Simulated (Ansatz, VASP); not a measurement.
# Two plane-wave programs on RbBr

Contents of INCAR:

```
PREC     = Accurate       # precision mode
ENCUT    = 520            # plane-wave cutoff, eV
EDIFF    = 1E-6           # SCF threshold, eV
ISMEAR   = 0              # smearing method
SIGMA    = 0.05           # smearing width, eV
LREAL    = False          # projectors in reciprocal space
LASPH    = True           # aspherical terms in the spheres
NELM     = 100            # most SCF steps
ALGO     = Normal         # electronic algorithm
ISIF     = 2              # what is computed and relaxed
LWAVE    = False          # write WAVECAR
LCHARG   = False          # write CHGCAR
GGA      = PE             # functional
NBANDS   = 42             # bands
```

The input KPOINTS:

```
regular mesh
0
Gamma
  4 4 4
```

The input POSCAR:

```
RbBr
1.0
   -4.1929010518      4.1929010518      4.1929010518
    4.1929010518     -4.1929010518      4.1929010518
    4.1929010518      4.1929010518     -4.1929010518
Rb Br
4 4
Direct
    0.5000000000      0.5000000000      0.0000000000
    0.0000000000      0.0000000000      0.0000000000
    0.0000000000      0.5000000000      0.5000000000
    0.5000000000      0.0000000000      0.5000000000
    0.5000000000      0.5000000000      0.5000000000
    0.0000000000      0.0000000000      0.5000000000
    0.0000000000      0.5000000000      0.0000000000
    0.5000000000      0.0000000000      0.0000000000
```

Input for Ansatz:

```yaml
crystal:
  lattice:
    - [-4.1929010518, 4.1929010518, 4.1929010518]
    - [4.1929010518, -4.1929010518, 4.1929010518]
    - [4.1929010518, 4.1929010518, -4.1929010518]
  atoms:
    - { symbol: Rb, position: [0.5, 0.5, 0.0] }
    - { symbol: Rb, position: [0.0, 0.0, 0.0] }
    - { symbol: Rb, position: [0.0, 0.5, 0.5] }
    - { symbol: Rb, position: [0.5, 0.0, 0.5] }
    - { symbol: Br, position: [0.5, 0.5, 0.5] }
    - { symbol: Br, position: [0.0, 0.0, 0.5] }
    - { symbol: Br, position: [0.0, 0.5, 0.0] }
    - { symbol: Br, position: [0.5, 0.0, 0.0] }
basis:
  ecutwfc: 420
kpoints:
  mp_grid: { grid: [4, 4, 4] }
hamiltonian:
  xc: pbe
scf:
  occupations: { method: gaussian, width: 0.05 }
output:
  forces: true
  stress: true
  eigenvalues: true
```

Alike in both runs: task single point; functional PBE; k mesh 4 × 4 × 4; occupations gaussian, width 0.05 eV; no spin polarisation.

|  | VASP | Ansatz |
| --- | --- | --- |
| version | VASP 6.6.1 | Ansatz 0.2.0 |
| potentials or method | VASP PAW PBE potentials, release 64 (Rb_sv, Br) | scalar-relativistic, plane waves, PAW |
| plane-wave cutoff (eV) | 520 | 420 |
| valence electrons in the cell | 64 | 64 |

|  | VASP | Ansatz | Ansatz less VASP |
| --- | --- | --- | --- |
| gap on the k mesh at the Fermi level (eV) | 3.92 | 3.93 | +0.001 |
| least direct gap on the mesh (eV) | 3.92 | 3.93 | +0.001 |
| pressure (GPa) | 0.1 | 0.0 | -0.03 |

With one functional, cell and mesh, what is left measures potentials, basis and numerics.
